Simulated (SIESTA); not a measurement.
Runs of SIESTA 5.4.2 on GaN. Symmetry: F-43m, No. 216, cubic system. Conventional cell: a = 4.507 Å, b = 4.507 Å, c = 4.507 Å, α = 90.00°, β = 90.00°, γ = 90.00°. Ga (site symmetry -43m) has 4 N at 1.95 Å as nearest neighbours. Around N (site symmetry -43m) lie 4 Ga at 1.95 Å. The cell is a database's computed one.

| task | level | potentials or basis | cell | k mesh | optimiser | force tolerance | broadening (eV) | window to (eV) | polarisation | energy shift | gap on the mesh (eV) | pressure (GPa) |
| --- | --- | --- | --- | --- | --- | --- | --- | --- | --- | --- | --- | --- |
| band structure | PBE | PseudoDojo 0.4 standard (PBE files), DZ (energy shift 0.002 Ry; radii capped at 9.5 bohr) | as given | 10 × 10 × 10 | - | - | - | - | - | 0.002 Ry | 1.71 | (a) |
| band structure | PBE | PseudoDojo 0.4 standard (PBE files), SZ (energy shift 0.003 Ry) | as given | 10 × 10 × 10 | - | - | - | - | - | 0.003 Ry | 1.90 | (d) |
| band structure | PBE | PseudoDojo 0.4 standard (PBE files), TZP (energy shift 0.002 Ry; radii capped at 9.5 bohr) | as given | 10 × 10 × 10 | - | - | - | - | - | 0.002 Ry | (b) | 8.2 |
| relaxation of cell and atoms | PBE | PseudoDojo 0.4 standard (PBE files), DZ (energy shift 0.002 Ry; radii capped at 9.5 bohr) | relaxed | 10 × 10 × 10 | CG | 0.04 eV/Å | - | - | - | 0.002 Ry | (c) | -0.1 |
| band structure | PBE | SPMS 1.0 (PBE files) or PseudoDojo by element, DZP (energy shift 0.002 Ry; radii capped at 9.5 bohr) | as given | 10 × 10 × 10 | - | - | - | - | - | 0.002 Ry | 1.71 | 10.4 |
| optical spectrum | PBE | PseudoDojo 0.4 standard (PBE files), DZP (energy shift 0.003 Ry; two zetas on semicore shells) | as given | 8 × 8 × 8 | - | - | 0.3 eV | 30 eV | polarized | 0.003 Ry | 1.83 | 7.5 |
| band structure | PBEGcGxLO | PseudoDojo 0.4 standard (PBE files), DZP (energy shift 0.002 Ry; radii capped at 9.5 bohr) | as given | 10 × 10 × 10 | - | - | - | - | - | 0.002 Ry | 1.61 | 2.5 |

Alike in all rows: no spin polarisation; smearing fermi-dirac 0.05 eV; grid cutoff 800 Ry.

Q: Fill in the values left out.

A: (a) 9.6; (b) 1.75; (c) 1.37; (d) 15.7.

Caveats: the basis of atomic orbitals isn't converged, which shifts pressures, moduli and gaps; semicore shells carry a single zeta, which can move pressures by several GPa and volumes by a few percent (some runs); the basis has no polarisation orbitals (some runs); so large a pressure means that the cell lies far from this level's equilibrium, or that cutoff or potentials fall short (some runs); the basis holds too few empty states to meet the f-sum rule, so the spectrum is short of weight at high energy (some runs); the potentials were made for another functional, which shifts forces and pressure (some runs).

A k mesh can miss the band edges, and the runs leave out spin-orbit coupling on Ga.

Not every run made on this cell is shown here.
